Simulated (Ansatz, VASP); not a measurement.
# One calculation of Ge, two programs

Contents of INCAR:

```
PREC = Accurate ; ENCUT = 520
EDIFF = 1E-6 ; ISMEAR = 0
SIGMA = 0.1 ; LREAL = False
LASPH = True ; NELM = 80
ALGO = Normal ; ISIF = 2
LWAVE = False ; LCHARG = False
GGA = PE ; NBANDS = 51
```

Contents of KPOINTS:

```
Automatic mesh
0
Gamma
  6 6 4
```

File POSCAR:

```
Ge
1.0
    4.6293903300      0.0000000000      0.0000000000
   -2.3146951700      4.0091696300      0.0000000000
    0.0000000000      0.0000000000      7.4011605000
Ge
6
Direct
    0.3333333300      0.6666666700      0.7725676000
    0.3333333300      0.6666666700      0.2274324000
    0.6666666700      0.3333333300      0.2274324000
    0.6666666700      0.3333333300      0.7725676000
    0.0000000000      0.0000000000      0.0000000000
    0.0000000000      0.0000000000      0.5000000000
```

Input for Ansatz:

```yaml
crystal:
  lattice:
    - [4.62939033, 0.0, 0.0]
    - [-2.31469517, 4.00916963, 0.0]
    - [0.0, 0.0, 7.4011605]
  atoms:
    - { symbol: Ge, position: [0.33333333, 0.66666667, 0.7725676] }
    - { symbol: Ge, position: [0.33333333, 0.66666667, 0.2274324] }
    - { symbol: Ge, position: [0.66666667, 0.33333333, 0.2274324] }
    - { symbol: Ge, position: [0.66666667, 0.33333333, 0.7725676] }
    - { symbol: Ge, position: [0.0, 0.0, 0.0] }
    - { symbol: Ge, position: [0.0, 0.0, 0.5] }
basis:
  ecutwfc: 420
kpoints:
  mp_grid: { grid: [6, 6, 4] }
hamiltonian:
  xc: pbe
scf:
  occupations: { method: gaussian, width: 0.1 }
  lower_state_search: "off"
output:
  forces: true
  stress: true
  eigenvalues: true
```

Alike in both runs: task single point; functional PBE; k mesh 6 × 6 × 4; occupations gaussian, width 0.1 eV; no spin polarisation.

```csv
,VASP,Ansatz
version,VASP 6.6.1,Ansatz 0.2.0
potentials or method,"VASP PAW PBE potentials, release 64 (Ge_d)","scalar-relativistic, plane waves, PAW"
plane-wave cutoff (eV),520,420
valence electrons in the cell,84,84
```

|  | VASP | Ansatz | Ansatz less VASP |
| --- | --- | --- | --- |
| gap on the k mesh at the Fermi level (eV) | none | none | - |
| pressure (GPa) | -4.1 | -4.1 | -0.02 |
| largest component of the traceless stress (GPa) | 0.63 | 0.62 | -0.008 |
| rms of the force components (eV/Å) | 0.047 | 0.047 | -0.0004 |

Atom by atom the forces differ by 0.000 eV/Å (rms over components). A gap of «none» marks a metal or a gap that the smearing closes. The functional is the same, so the differences come from potentials, cutoffs and numerics.
